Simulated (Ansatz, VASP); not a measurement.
# One calculation of HfB, two programs

```
CELL_PARAMETERS angstrom
0.00000 2.31000 2.31000
2.31000 0.00000 2.31000
2.31000 2.31000 0.00000
ATOMIC_POSITIONS crystal
Hf 0.50000 0.50000 0.50000
B 0.00000 0.00000 0.00000
```

Alike in both runs: task electric field gradients; functional LDA; k mesh 15 × 15 × 15; occupations fermi-dirac, width 0.05 eV; no spin polarisation.

|  | VASP | Ansatz |
| --- | --- | --- |
| version | VASP 6.6.1 | Ansatz 0.2.0 |
| potentials or method | VASP PAW LDA potentials, release 64 (Hf_pv, B), cutoff 520 eV | all-electron PAW with datasets made for the crystal, scalar-relativistic |

```csv
,VASP,Ansatz,Ansatz less VASP
pressure (GPa),20.0,18.3,-1.75
Vzz of the field gradient on the site that differs most (V/Å²),0.0,0.0,0.00
```

Ansatz ran all-electron here, so the differences hold the error of VASP's frozen core and of both bases. Ansatz warned: «gradients_without_spin_orbit».

Caveats: so large a pressure means that the cell lies far from this level's equilibrium, or that cutoff or potentials fall short (VASP). The runs have no spin-orbit coupling, so splittings on Hf are missing.
